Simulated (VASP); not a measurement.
# NaI (P4/mmm) in VASP: notebook, part 2 of 3

VASP 6.6.1.

### 4 Single point, HSE(alpha, omega)

File POSCAR:

```
NaI
1.0
    4.3457600000      0.0000000000      0.0000000000
    0.0000000000      4.3457600000      0.0000000000
    0.0000000000      0.0000000000      4.5228200000
Na I
1 1
Direct
    0.0000000000      0.0000000000      0.0000000000
    0.5000000000      0.5000000000      0.0000000000
```

File INCAR.step1:

```
ALGO = Normal
EDIFF = 1E-5
ENCUT = 520
GGA = PE
ISIF = 2
ISMEAR = -1
LASPH = True
LREAL = False
LWAVE = True
NBANDS = 14
NELM = 80
PREC = Accurate
SIGMA = 0.05
```

File INCAR.step2:

```
AEXX = 0.25
ALGO = Normal
EDIFF = 1E-6
ENCUT = 520
GGA = PE
HFSCREEN = 0.2
ISIF = 2
ISMEAR = -1
ISTART = 1
LASPH = True
LCHARG = False
LHFCALC = True
LREAL = False
LWAVE = False
NBANDS = 14
NELM = 80
PREC = Accurate
PRECFOCK = Fast
SIGMA = 0.05
```

File KPOINTS:

```
k-points
0
Gamma
  3 3 3
```

Potentials or basis: VASP PAW PBE potentials, release 64 (Na_pv, I).

Started as:

```bash
$ cat potpaw_PBE.64/Na_pv/POTCAR potpaw_PBE.64/I/POTCAR > POTCAR
$ cp INCAR.step1 INCAR
$ mpirun -np 1 vasp_std > vasp.out
$ cp INCAR.step2 INCAR
$ mpirun -np 1 vasp_std > vasp.out
```

OUTCAR:

```text
AEXX = 0.25
   EDIFF = 1E-6
   ENCUT = 520
   GGA = PE
   HFSCREEN = 0.2
   ISIF = 2
   ISMEAR = -1
   ISTART = 1
   LASPH = True
   LHFCALC = True
   LREAL = False
   NELM = 80
   PREC = Accurate
   PRECFOCK = Fast

 ion  position               nearest neighbor table
   1  0.000  0.000  0.000-   2 3.07   2 3.07   2 3.07   2 3.07
   2  0.500  0.500  0.000-   1 3.07   1 3.07   1 3.07   1 3.07

  LATTYP: Found a simple tetragonal cell.
 ALAT       =     4.3457600000
 C/A-ratio  =     1.0407431612

  Lattice vectors:

 A1 = (   4.3457600000,   0.0000000000,   0.0000000000)
 A2 = (   0.0000000000,   4.3457600000,   0.0000000000)
 A3 = (   0.0000000000,   0.0000000000,   4.5228200000)

Analysis of symmetry for initial positions (statically):
=====================================================================
 Subroutine PRICEL returns:
 Original cell was already a primitive cell.

 Routine SETGRP: Setting up the symmetry group for a
 simple tetragonal supercell.

 Subroutine GETGRP returns: Found 16 space group operations
 (whereof 16 operations were pure point group operations)
 out of a pool of 16 trial point group operations.

The static configuration has the point symmetry D_4h.

Analysis of symmetry for dynamics (positions and initial velocities):
=====================================================================
 Subroutine PRICEL returns:
 Original cell was already a primitive cell.

 Routine SETGRP: Setting up the symmetry group for a
 simple tetragonal supercell.

 Subroutine GETGRP returns: Found 16 space group operations
 (whereof 16 operations were pure point group operations)
 out of a pool of 16 trial point group operations.

The dynamic configuration has the point symmetry D_4h.

 Subroutine INISYM returns: Found 16 space group operations
 (whereof 16 operations are pure point group operations),
 and found     1 'primitive' translations

----------------------------------------------------------------------------------------

                                     Primitive cell

  volume of cell :      85.4163

  direct lattice vectors                    reciprocal lattice vectors
     4.345760000  0.000000000  0.000000000     0.230109348  0.000000000  0.000000000
     0.000000000  4.345760000  0.000000000     0.000000000  0.230109348  0.000000000
     0.000000000  0.000000000  4.522820000     0.000000000  0.000000000  0.221100995

  length of vectors
     4.345760000  4.345760000  4.522820000     0.230109348  0.230109348  0.221100995

  position of ions in fractional coordinates (direct lattice)
     0.000000000  0.000000000  0.000000000
     0.500000000  0.500000000  0.000000000

  ion indices of the primitive-cell ions
   primitive index   ion index
                 1           1
                 2           2

----------------------------------------------------------------------------------------

 KPOINTS: k-points

Automatic generation of k-mesh.
 Grid dimensions read from file:
 generate k-points for:    3    3    3

[... 29 lines left out ...]
   dimension x,y,z NGX =    32 NGY =   32 NGZ =   36
   dimension x,y,z NGXF=    64 NGYF=   64 NGZF=   72
   ions per type =               1   1
   NGX,Y,Z   is equivalent  to a cutoff of  12.24, 12.24, 13.23 a.u.
   NGXF,Y,Z  is equivalent  to a cutoff of  24.48, 24.48, 26.47 a.u.
 SYSTEM =  unknown system
   PREC   = accura    normal or accurate (medium, high low for compatibility)
   ISTART =      1    job   : 0-new  1-cont  2-samecut
   ICHARG =      0    charge: 1-file 2-atom 10-const
   ISPIN  =      1    spin polarized calculation?
   LNONCOLLINEAR =      F non collinear calculations
   LSORBIT =      F    spin-orbit coupling
   LASPH  =      T    aspherical Exc in radial PAW
   ENCUT  =  520.0 eV  38.22 Ry    6.18 a.u.   8.08  8.08  8.41*2*pi/ulx,y,z
   NELM   =     80;   NELMIN=  2; NELMDL=  0     # of ELM steps
   EDIFF  = 0.1E-05   stopping-criterion for ELM
   LREAL  =      F    real-space projection
   EDIFFG = 0.1E-04   stopping-criterion for IOM
   NSW    =      0    number of steps for IOM
   IBRION =     -1    ionic relax: 0-MD 1-quasi-New 2-CG
   NFREE  =      0    steps in history (QN), initial steepest desc. (CG)
   ISIF   =      2    stress and relaxation
   ISYM   =      3    0-nonsym 1-usesym 2-fastsym
   POTIM  = 0.5000    time-step for ionic-motion
   TEBEG  =    0.0;   TEEND  =   0.0 temperature during run
   PSTRESS=    0.0 pullay stress
   NELECT =      14.0000    total number of electrons
   NUPDOWN=      -1.0000    fix difference up-down
   EMIN   =  10.00;   EMAX   =-10.00  energy-range for DOS
   EFERMI =   0.00;   METHOD = LEGACY
   ISMEAR =    -1;   SIGMA  =   0.05  broadening in eV -4-tet -1-fermi 0-gaus
   EFERMI_NEDOS =   21; number of points for ismear=-14 and -15
   IALGO  =     38    algorithm
   IMIX   =      1    mixing-type and parameters
     AMIX     =   0.40;   BMIX     =  1.00
     AMIX_MAG =   1.60;   BMIX_MAG =  1.00
  volume/ion in A,a.u.               =      42.71       288.21
  Fermi-wavevector in a.u.,A,eV,Ry     =   0.895923  1.693049 10.921092  0.802678
  Thomas-Fermi vector in A             =   2.018316
   LORBIT       =      0    0 simple, 1 ext, 2 COOP (PROOUT), +10 PAW based schemes
   GGA     = PE    functional components
   LHFCALC =     T    Hartree Fock is set to
   PRECFOCK=fast      Normal, Fast or Accurate (Low or Medium for compatibility)
   ENCUT4O =  -1.0   cutoff for four orbital integrals eV
   NKREDX  =     1    reduce k-point grid by
   NKREDY  =     1    reduce k-point grid by
   NKREDZ  =     1    reduce k-point grid by
   AEXX    =    0.2500 exact exchange contribution
   HFSCREEN=    0.2000 screening length (either q_TF or 0.3 A-1)
   HFSCREENC=   0.2000 screening length for correlation (either q_TF or 0.3 A-1)
   ENCUTFOCK=  -1.0 apply spherical cutoff to Coloumb kernel
   IVDW    =     0    specifies the selected vdW correction
   LEPSILON=     F    determine dielectric tensor
   LRPA    =     F    only Hartree local field effects (RPA)
 non-spin polarized calculation
  energy-cutoff  :      520.00
  volume of cell :       85.42
 maximum number of plane-waves:      2325
  NGX = 18; NGY = 18; NGZ = 18

 number of electron      13.9999992 magnetization

 Free energy of the ion-electron system (eV)
  ---------------------------------------------------
  ext. energy  EPLUGINS =         0.00000000
  ---------------------------------------------------
  free energy    TOTEN  =        -5.92864088 eV

  energy without entropy =       -5.92864088  energy(sigma->0) =       -5.92864088

 E-fermi :   0.3246     XC(G=0):  -5.5434

 val. band max:       -0.8946813835   @ k =   0.3333   0.3333   0.0000
 cond. band min:       3.0540906462   @ k =   0.0000   0.0000   0.0000
 fundamental gap:      3.9487720297
 Fermi energy:         0.3246210775

 k-point     1 :       0.0000    0.0000    0.0000
  band No.  band energies     occupation
      1     -26.2907      2.00000
      2     -26.2378      2.00000
      3     -26.2378      2.00000
      4     -12.8891      2.00000
      5      -1.4307      2.00000
      6      -1.4307      2.00000
      7      -1.2454      2.00000
      8       3.0541      0.00000
      9       6.0675      0.00000
     10       6.7770      0.00000
     11      10.4330      0.00000
     12      11.0874      0.00000
     13      11.3962      0.00000
     14      11.3962      0.00000
[... 71 lines left out ...]
      1     -26.2913      2.00000
      2     -26.2407      2.00000
      3     -26.2407      2.00000
      4     -12.5177      2.00000
      5      -2.5646      2.00000
      6      -2.4367      2.00000
      7      -1.7700      2.00000
      8       5.0003      0.00000
      9       6.2164      0.00000
     10       6.5409      0.00000
     11       8.9919      0.00000
     12       9.6790      0.00000
     13      10.1772      0.00000
     14      10.6735      0.00000

------------------------ aborting loop because EDIFF is reached ----------------------------------------

  FORCE on cell =-STRESS in cart. coord.  units (eV):
  Direction    XX          YY          ZZ          XY          YZ          ZX
  --------------------------------------------------------------------------------------
  -------------------------------------------------------------------------------------
  Total        0.3680608      0.3680608      0.5734799      0.0000000      0.0000000      0.0000000
  in kB        6.9038188      6.9038188     10.7569225      0.0000000      0.0000000      0.0000000
  external PRESSURE =       8.1881867 kB  Pullay stress =       0.0000000 kB

 VOLUME and BASIS-vectors are now :
 -----------------------------------------------------------------------------
  energy-cutoff  :      520.00
  volume of cell :       85.42
      direct lattice vectors                 reciprocal lattice vectors
     4.345760000  0.000000000  0.000000000     0.230109348  0.000000000  0.000000000
     0.000000000  4.345760000  0.000000000     0.000000000  0.230109348  0.000000000
     0.000000000  0.000000000  4.522820000     0.000000000  0.000000000  0.221100995

 POSITION                                       TOTAL-FORCE (eV/Angst)
 -----------------------------------------------------------------------------------
      0.00000      0.00000      0.00000         0.000000      0.000000      0.000000
      2.17288      2.17288      0.00000         0.000000      0.000000      0.000000
 -----------------------------------------------------------------------------------
    total drift:                               -0.000005      0.000002      0.000000

  FREE ENERGIE OF THE ION-ELECTRON SYSTEM (eV)
  ---------------------------------------------------
  free  energy   TOTEN  =        -5.9286408840 eV

  energy  without entropy=       -5.9286408839  energy(sigma->0) =       -5.92864088
```

OUTCAR.step1:

```text
EDIFF = 1E-5
   ENCUT = 520
   GGA = PE
   ISIF = 2
   ISMEAR = -1
[... 303 lines left out ...]
 -----------------------------------------------------------------------------------
      0.00000      0.00000      0.00000         0.000000      0.000000      0.000000
      2.17288      2.17288      0.00000         0.000000      0.000000      0.000000
 -----------------------------------------------------------------------------------
    total drift:                                0.000000     -0.000000     -0.000000

  FREE ENERGIE OF THE ION-ELECTRON SYSTEM (eV)
  ---------------------------------------------------
  free  energy   TOTEN  =        -5.0438841272 eV

  energy  without entropy=       -5.0438841271  energy(sigma->0) =       -5.04388413
```

Run time: 34 s. Hardware: 1 thread of Intel Xeon Platinum 8488C (Sapphire Rapids), shared host; peak memory 0.27 GiB.

Results:

* Free energy: -5.9286 eV
* Pressure: 0.8 GPa
* Band gap on the k mesh: 3.95 eV, indirect (least direct gap 4.30 eV)

Levels at points of the mesh, in eV from the valence-band top:
| k point | band 5 | band 6 | band 7 | band 8 | band 9 | band 10 |
| --- | --- | --- | --- | --- | --- | --- |
| (0.00, 0.00, 0.00) | -0.54 | -0.54 | -0.35 | 3.95 | 6.96 | 7.67 |

Caveat: the k mesh is coarse (spacing up to 0.48 Å⁻¹), so the values aren't converged, least of all with exact exchange; the PAW data sets were made with another functional, which shifts forces and pressure a little; spin-orbit coupling is left out, which moves the levels of the heavy elements; an odd mesh through Γ misses points on the zone boundary, where band edges often lie.

### 5 Single point, HSE(alpha, omega)

POSCAR is that of step 4.

INCAR.step1 is that of step 4.

INCAR.step2, as its differences from that of step 4:

```diff
@@ -5,3 +5,3 @@
 GGA = PE
-HFSCREEN = 0.2
+HFSCREEN = 0.3
 ISIF = 2
```

KPOINTS is that of step 4.

Potentials or basis: VASP PAW PBE potentials, release 64 (Na_pv, I).

Started as:

```bash
$ cat potpaw_PBE.64/Na_pv/POTCAR potpaw_PBE.64/I/POTCAR > POTCAR
$ cp INCAR.step1 INCAR
$ mpirun -np 1 vasp_std > vasp.out
$ cp INCAR.step2 INCAR
$ mpirun -np 1 vasp_std > vasp.out
```

OUTCAR:

```text
AEXX = 0.25
   EDIFF = 1E-6
   ENCUT = 520
   GGA = PE
   HFSCREEN = 0.3
   ISIF = 2
   ISMEAR = -1
   ISTART = 1
   LASPH = True
   LHFCALC = True
   LREAL = False
   NELM = 80
   PREC = Accurate
   PRECFOCK = Fast

 ion  position               nearest neighbor table
   1  0.000  0.000  0.000-   2 3.07   2 3.07   2 3.07   2 3.07
   2  0.500  0.500  0.000-   1 3.07   1 3.07   1 3.07   1 3.07

  LATTYP: Found a simple tetragonal cell.
 ALAT       =     4.3457600000
[... 278 lines left out ...]
     14      10.5384      0.00000

------------------------ aborting loop because EDIFF is reached ----------------------------------------

  FORCE on cell =-STRESS in cart. coord.  units (eV):
  Direction    XX          YY          ZZ          XY          YZ          ZX
  --------------------------------------------------------------------------------------
  -------------------------------------------------------------------------------------
  Total        0.3932335      0.3932335      0.5763995      0.0000000     -0.0000000      0.0000000
  in kB        7.3759906      7.3759906     10.8116850      0.0000000     -0.0000000      0.0000000
  external PRESSURE =       8.5212221 kB  Pullay stress =       0.0000000 kB

 VOLUME and BASIS-vectors are now :
 -----------------------------------------------------------------------------
  energy-cutoff  :      520.00
  volume of cell :       85.42
      direct lattice vectors                 reciprocal lattice vectors
     4.345760000  0.000000000  0.000000000     0.230109348  0.000000000  0.000000000
     0.000000000  4.345760000  0.000000000     0.000000000  0.230109348  0.000000000
     0.000000000  0.000000000  4.522820000     0.000000000  0.000000000  0.221100995

 POSITION                                       TOTAL-FORCE (eV/Angst)
 -----------------------------------------------------------------------------------
      0.00000      0.00000      0.00000         0.000000      0.000000      0.000000
      2.17288      2.17288      0.00000         0.000000      0.000000      0.000000
 -----------------------------------------------------------------------------------
    total drift:                                0.000003     -0.000001      0.000001

  FREE ENERGIE OF THE ION-ELECTRON SYSTEM (eV)
  ---------------------------------------------------
  free  energy   TOTEN  =        -5.7443032275 eV

  energy  without entropy=       -5.7443032275  energy(sigma->0) =       -5.74430323
```

It took 35 s on 1 thread of Intel Xeon Platinum 8488C (Sapphire Rapids), shared host; peak memory 0.28 GiB.

Results:

| Quantity | Value |
| --- | --- |
| Free energy | -5.7443 eV |
| Pressure | 0.9 GPa |
| Band gap on the k mesh | 3.72 eV, indirect (least direct gap 4.06 eV) |

Levels at points of the mesh, in eV from the valence-band top:
| k point | band 3 | band 4 | band 5 | band 6 | band 7 | band 8 | band 9 | band 10 | band 11 | band 12 |
| --- | --- | --- | --- | --- | --- | --- | --- | --- | --- | --- |
| (0.00, 0.00, 0.00) | -25.29 | -11.93 | -0.53 | -0.53 | -0.34 | 3.72 | 6.71 | 7.41 | 11.04 | 11.69 |

Caveat: the k mesh is coarse (spacing up to 0.48 Å⁻¹), so the values aren't converged, least of all with exact exchange; the PAW data sets were made with another functional, which shifts forces and pressure a little; spin-orbit coupling is left out, which moves the levels of the heavy elements; an odd mesh through Γ misses points on the zone boundary, where band edges often lie.

### 6 Single point, HSE(alpha, omega)

POSCAR is that of step 5.

INCAR.step1 is that of step 5.

INCAR.step2, as its differences from that of step 5:

```diff
@@ -5,3 +5,3 @@
 GGA = PE
-HFSCREEN = 0.3
+HFSCREEN = 0.4
 ISIF = 2
```

KPOINTS is that of step 5.

Potentials or basis: VASP PAW PBE potentials, release 64 (Na_pv, I).

Started as:

```bash
$ cat potpaw_PBE.64/Na_pv/POTCAR potpaw_PBE.64/I/POTCAR > POTCAR
$ cp INCAR.step1 INCAR
$ mpirun -np 1 vasp_std > vasp.out
$ cp INCAR.step2 INCAR
$ mpirun -np 1 vasp_std > vasp.out
```

Run time: 35 s. Hardware: 1 thread of Intel Xeon Platinum 8488C (Sapphire Rapids), shared host; peak memory 0.28 GiB.

The run converged. Its results:

* Free energy: -5.6001 eV
* Pressure: 0.9 GPa
* Band gap on the k mesh: 3.55 eV, indirect (least direct gap 3.89 eV)

Stress tensor (GPa, compression positive):
```
0.78 0.00 0.00
0.00 0.78 0.00
0.00 0.00 1.08
```

Levels at points of the mesh, in eV from the valence-band top:
| k point | band 3 | band 4 | band 5 | band 6 | band 7 | band 8 | band 9 | band 10 | band 11 | band 12 |
| --- | --- | --- | --- | --- | --- | --- | --- | --- | --- | --- |
| (0.00, 0.00, 0.00) | -25.20 | -11.84 | -0.53 | -0.53 | -0.34 | 3.55 | 6.52 | 7.22 | 10.82 | 11.46 |

Caveat: the k mesh is coarse (spacing up to 0.48 Å⁻¹), so the values aren't converged, least of all with exact exchange; the PAW data sets were made with another functional, which shifts forces and pressure a little; spin-orbit coupling is left out, which moves the levels of the heavy elements; an odd mesh through Γ misses points on the zone boundary, where band edges often lie.

(Continued in part 3 of 3.)
